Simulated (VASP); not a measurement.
# Sb2Se3 (P-3m1) in VASP: single point with r2SCAN

Aim: the single point of Sb2Se3 with r2SCAN.

All numbers are computed with VASP 6.6.1; they aren't measurements. Logs are shortened: lines on timing, memory, paths and dates and some standing lists are left out, and cuts for length are marked.

## 1. The crystal as given

Symmetry: P-3m1, No. 164, trigonal system. Conventional cell: a = 4.068 Å, b = 4.068 Å, c = 10.470 Å, α = 90.00°, β = 90.00°, γ = 120.00°. Sb (site symmetry 3m) is surrounded by 6 Se at 2.82 to 3.02 Å. Se (site symmetry 3m) has 3 Sb at 2.82 Å as nearest neighbours. Around Se (site symmetry -3m) lie 6 Sb at 3.02 Å.

The cell was built by a generator and needn't be a form met in nature.

## 2. Single point, r2SCAN

Contents of INCAR:

```
PREC = Accurate ; ENCUT = 520
EDIFF = 1E-6 ; ISMEAR = 0
SIGMA = 0.1 ; LREAL = False
LASPH = True ; NELM = 150
ALGO = Normal ; ISIF = 2
LWAVE = False ; LCHARG = False
METAGGA = R2SCAN ; LMIXTAU = True
KPAR = 4
```

Contents of KPOINTS:

```
Automatic mesh
0
Gamma
  8 8 4
```

Contents of POSCAR:

```
Sb2Se3                                  
1.0
    4.0675400187      0.0000000000      0.0000000000
   -2.0337700094      3.5225929886      0.0000000000
    0.0000000000      0.0000000000     10.4698089087
  Sb              Se            
     2     3
Direct
     0.6666666699999979    0.3333333300000021    0.8192012806215965
     0.3333333300000021    0.6666666699999979    0.1807987193784035
     0.6666666699999979    0.3333333300000021    0.3294225079200963
     0.3333333300000021    0.6666666699999979    0.6705774920799038
     0.0000000000000000    0.0000000000000000    1.0000000000000000
```

Potentials or basis: VASP PAW PBE potentials, release 64 (Sb, Se).

The run is started by

```console
$ cat potpaw_PBE.64/Sb/POTCAR potpaw_PBE.64/Se/POTCAR > POTCAR
$ mpirun -np 4 vasp_std > vasp.out
```

OUTCAR:

```text
PREC = Accurate
   ENCUT = 520
   EDIFF = 1E-6
   ISMEAR = 0
   LREAL = False
   LASPH = True
   NELM = 150
   ISIF = 2
   METAGGA = R2SCAN

 ion  position               nearest neighbor table
   1  0.667  0.333  0.819-   4 2.82   4 2.82   4 2.82   5 3.02   5 3.02   5 3.02
   2  0.333  0.667  0.181-   3 2.82   3 2.82   3 2.82   5 3.02   5 3.02   5 3.02
   3  0.667  0.333  0.329-   2 2.82   2 2.82   2 2.82
   4  0.333  0.667  0.671-   1 2.82   1 2.82   1 2.82
   5  0.000  0.000  0.000-   1 3.02   2 3.02   1 3.02   2 3.02   1 3.02   2 3.02

  LATTYP: Found a hexagonal cell.
 ALAT       =     4.0675400187
 C/A-ratio  =     2.5739903874

  Lattice vectors:

 A1 = (   4.0675400187,   0.0000000000,   0.0000000000)
 A2 = (  -2.0337700094,   3.5225929886,   0.0000000000)
 A3 = (   0.0000000000,   0.0000000000,  10.4698089087)

Analysis of symmetry for initial positions (statically):
=====================================================================
 Subroutine PRICEL returns:
 Original cell was already a primitive cell.

 Routine SETGRP: Setting up the symmetry group for a
 hexagonal supercell.

 Subroutine GETGRP returns: Found 12 space group operations
 (whereof 12 operations were pure point group operations)
 out of a pool of 24 trial point group operations.

The static configuration has the point symmetry D_3d.

Analysis of symmetry for dynamics (positions and initial velocities):
=====================================================================
 Subroutine PRICEL returns:
 Original cell was already a primitive cell.

 Routine SETGRP: Setting up the symmetry group for a
 hexagonal supercell.

 Subroutine GETGRP returns: Found 12 space group operations
 (whereof 12 operations were pure point group operations)
 out of a pool of 24 trial point group operations.

The dynamic configuration has the point symmetry D_3d.

 Subroutine INISYM returns: Found 12 space group operations
 (whereof 12 operations are pure point group operations),
 and found     1 'primitive' translations

----------------------------------------------------------------------------------------

                                     Primitive cell

  volume of cell :     150.0144

  direct lattice vectors                    reciprocal lattice vectors
     4.067540019  0.000000000  0.000000000     0.245848841  0.141940895  0.000000000
    -2.033770009  3.522592989  0.000000000     0.000000000  0.283881789  0.000000000
     0.000000000  0.000000000 10.469808909     0.000000000  0.000000000  0.095512727

  length of vectors
[... 94 lines left out ...]
   ISIF   =      2    stress and relaxation
   ISYM   =      2    0-nonsym 1-usesym 2-fastsym
   POTIM  = 0.5000    time-step for ionic-motion
   TEBEG  =    0.0;   TEEND  =   0.0 temperature during run
   PSTRESS=    0.0 pullay stress
   NELECT =      28.0000    total number of electrons
   NUPDOWN=      -1.0000    fix difference up-down
   EMIN   =  10.00;   EMAX   =-10.00  energy-range for DOS
   EFERMI =   0.00;   METHOD = LEGACY
   ISMEAR =     0;   SIGMA  =   0.10  broadening in eV -4-tet -1-fermi 0-gaus
   EFERMI_NEDOS =   21; number of points for ismear=-14 and -15
   IALGO  =     38    algorithm
   IMIX   =      4    mixing-type and parameters
     AMIX     =   0.40;   BMIX     =  1.00
     AMIX_MAG =   1.60;   BMIX_MAG =  1.00
  volume/ion in A,a.u.               =      30.00       202.47
  Fermi-wavevector in a.u.,A,eV,Ry     =   0.935585  1.767999 11.909437  0.875319
  Thomas-Fermi vector in A             =   2.062507
   LORBIT       =      0    0 simple, 1 ext, 2 COOP (PROOUT), +10 PAW based schemes
   METAGGA = R2SCAN    functional components
   LHFCALC =     F    Hartree Fock is set to
   AEXX    =    0.0000 exact exchange contribution
   IVDW    =     0    specifies the selected vdW correction
   LEPSILON=     F    determine dielectric tensor
   LRPA    =     F    only Hartree local field effects (RPA)
 non-spin polarized calculation
 Gauss-broadening in eV      SIGMA  =   0.10
  energy-cutoff  :      520.00
  volume of cell :      150.01
 maximum number of plane-waves:      4067
   NGX = 15   NGY = 15   NGZ = 39

 number of electron      28.0000000 magnetization

 Free energy of the ion-electron system (eV)
  ---------------------------------------------------
  ext. energy  EPLUGINS =         0.00000000
  ---------------------------------------------------
  free energy    TOTEN  =       -95.63263559 eV

  energy without entropy =      -95.63263553  energy(sigma->0) =      -95.63263556

 E-fermi :   3.9471     XC(G=0):  -9.2323

 val. band max:        3.6472858511   @ k =   0.0000   0.0000   0.0000
 cond. band min:       4.2469539397   @ k =   0.0000   0.0000   0.0000
 fundamental gap:      0.5996680886
 Fermi energy:         3.9471469250

 k-point     1 :       0.0000    0.0000    0.0000
  band No.  band energies     occupation
      1     -10.9461      2.00000
      2     -10.3815      2.00000
      3      -9.6049      2.00000
      4      -5.1953      2.00000
      5      -3.7711      2.00000
      6       1.4516      2.00000
[... 481 lines left out ...]
      5      -5.6439      2.00000
      6      -1.2665      2.00000
[... 10 lines left out ...]
     17       6.2847      0.00000
     18       7.4332      0.00000

 [... further k-points ...]

------------------------ aborting loop because EDIFF is reached ----------------------------------------

  FORCE on cell =-STRESS in cart. coord.  units (eV):
  Direction    XX          YY          ZZ          XY          YZ          ZX
  --------------------------------------------------------------------------------------
  -------------------------------------------------------------------------------------
  Total       -1.1166066     -1.1166066     -1.1677616      0.0000000      0.0000000      0.0000000
  in kB      -11.9255305    -11.9255305    -12.4718740      0.0000000      0.0000000      0.0000000
  external PRESSURE =     -12.1076450 kB  Pullay stress =       0.0000000 kB

 VOLUME and BASIS-vectors are now :
 -----------------------------------------------------------------------------
  energy-cutoff  :      520.00
  volume of cell :      150.01
      direct lattice vectors                 reciprocal lattice vectors
     4.067540019  0.000000000  0.000000000     0.245848841  0.141940895  0.000000000
    -2.033770009  3.522592989  0.000000000     0.000000000  0.283881789  0.000000000
     0.000000000  0.000000000 10.469808909     0.000000000  0.000000000  0.095512727

 POSITION                                       TOTAL-FORCE (eV/Angst)
 -----------------------------------------------------------------------------------
      2.03377      1.17420      8.57688        -0.000000      0.000000     -0.107661
     -0.00000      2.34840      1.89293         0.000000     -0.000000      0.107661
      2.03377      1.17420      3.44899        -0.000000      0.000000     -0.161841
     -0.00000      2.34840      7.02082        -0.000000      0.000000      0.161841
      0.00000      0.00000      0.00000         0.000000      0.000000      0.000000
 -----------------------------------------------------------------------------------
    total drift:                               -0.000000      0.000000     -0.000000

  FREE ENERGIE OF THE ION-ELECTRON SYSTEM (eV)
  ---------------------------------------------------
  free  energy   TOTEN  =       -95.6326355892 eV

  energy  without entropy=      -95.6326355338  energy(sigma->0) =      -95.63263556
```

Wall time 86 s (4 MPI ranks of Intel Xeon Platinum 8559C (Emerald Rapids), shared host); peak memory 0.32 GiB.

Results:

```
Free energy            : -95.6326 eV
Pressure               : -1.2 GPa
Largest force          : 0.162 eV/Å
Band gap on the k mesh : 0.60 eV, direct
```

Forces on the atoms (eV/Å):
```
Sb   0.000  0.000 -0.108
Sb   0.000  0.000  0.108
Se   0.000  0.000 -0.162
Se   0.000  0.000  0.162
Se   0.000  0.000  0.000
```

Caveat: the PAW data sets were made with another functional, which shifts forces and pressure a little; spin-orbit coupling is left out, which moves the levels of the heavy elements.
